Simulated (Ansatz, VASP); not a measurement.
# BN in VASP and in Ansatz

Contents of INCAR:

```
SYSTEM = BN
PREC     = Accurate       ! precision mode
ENCUT    = 520            ! plane-wave cutoff, eV
EDIFF    = 1E-6           ! SCF threshold, eV
ISMEAR   = 0              ! smearing method
SIGMA    = 0.05           ! smearing width, eV
LREAL    = .FALSE.        ! projectors in reciprocal space
LASPH    = .TRUE.         ! aspherical terms in the spheres
NELM     = 80             ! most SCF steps
ALGO     = Normal         ! electronic algorithm
ISIF     = 2              ! what is computed and relaxed
LWAVE    = .FALSE.        ! write WAVECAR
LCHARG   = .FALSE.        ! write CHGCAR
GGA      = PE             ! functional
NBANDS   = 11             ! bands
```

Contents of KPOINTS:

```
Automatic mesh
0
G
  12 12 12
  0 0 0
```

POSCAR

```
BN
1.0
    0.0000000000      1.7404809600      1.9580410800
    1.7404809600      0.0000000000      1.9580410800
    1.7404809600      1.7404809600      0.0000000000
B N
1 1
Direct
    0.0000000000      0.0000000000      0.0000000000
    0.7500000000      0.7500000000      0.7500000000
```

Input for Ansatz:

```yaml
crystal:
  lattice:
    - [0.0, 1.74048096, 1.95804108]
    - [1.74048096, 0.0, 1.95804108]
    - [1.74048096, 1.74048096, 0.0]
  atoms:
    - { symbol: B, position: [0.0, 0.0, 0.0] }
    - { symbol: "N", position: [0.75, 0.75, 0.75] }
basis:
  ecutwfc: 420
kpoints:
  mp_grid: { grid: [12, 12, 12] }
hamiltonian:
  xc: pbe
scf:
  occupations: { method: gaussian, width: 0.05 }
output:
  forces: true
  stress: true
  eigenvalues: true
```

Change from the starting cell: strain -0.040 along x and y, +0.080 along z, atoms carried along.

Alike in both runs: task single point; functional PBE; k mesh 12 × 12 × 12; occupations gaussian, width 0.05 eV; no spin polarisation.

```csv
,VASP,Ansatz
version,VASP 6.6.1,Ansatz 0.2.0
potentials or method,"VASP PAW PBE potentials, release 64 (B, N)","scalar-relativistic, plane waves, PAW"
plane-wave cutoff (eV),520,420
valence electrons in the cell,8,8
```

```csv
,VASP,Ansatz,Ansatz less VASP
gap on the k mesh at the Fermi level (eV),3.39,3.40,+0.011
least direct gap on the mesh (eV),7.91,7.91,+0.004
pressure (GPa),1.6,1.4,-0.24
largest component of the traceless stress (GPa),56.02,55.97,-0.049
```

A k mesh can miss the band edges.
